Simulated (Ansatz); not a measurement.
Tl under changes of volume

One of the cells (29.934 Å³/atom); the others are scaled copies at fixed shape and fractional positions:

```
Tl
1.0
    -1.95600    1.95600    1.95600
     1.95600   -1.95600    1.95600
     1.95600    1.95600   -1.95600
Tl
1
Direct
  0.00000 0.00000 0.00000
```

This isn't the form of Tl at room conditions, which is hcp.

- Program: Ansatz 0.2.0
- Functional: PBE
- Potentials or basis: all-electron LAPW, scalar-relativistic
- Cutoff: 183 eV (chosen from the basis error)
- Basis error allowed: 0.0005 eV/atom
- k mesh: 10 × 10 × 10
- Occupations: fermi-dirac, width 0.05 eV
- Spin: no spin polarisation

```tsv
volume (Å³/atom)	energy over the lowest point (meV/atom)	pressure (GPa)
28.138	33.95	3.9
28.737	21.32	2.9
29.335	11.98	2.1
29.934	5.53	1.4
30.533	?	?
31.131	0.00	0.2
31.730	0.37	-0.4
```

Q: What does the run at 30.533 Å³/atom give?

A: Energy over the lowest point 1.63 meV/atom; pressure 0.7 GPa.

Worked out: A Birch-Murnaghan fit of order 3 (a polynomial in V^(-2/3)) to the other rows has its minimum at 31.31 Å³/atom with B0 = V·E''(V) = 27 GPa and B' = 5.5. It gives 1.63 meV/atom at 30.533 Å³/atom, against the run's 1.63, and -dE/dV = 0.7 GPa, against 0.7.

Energies are extrapolated to zero smearing.
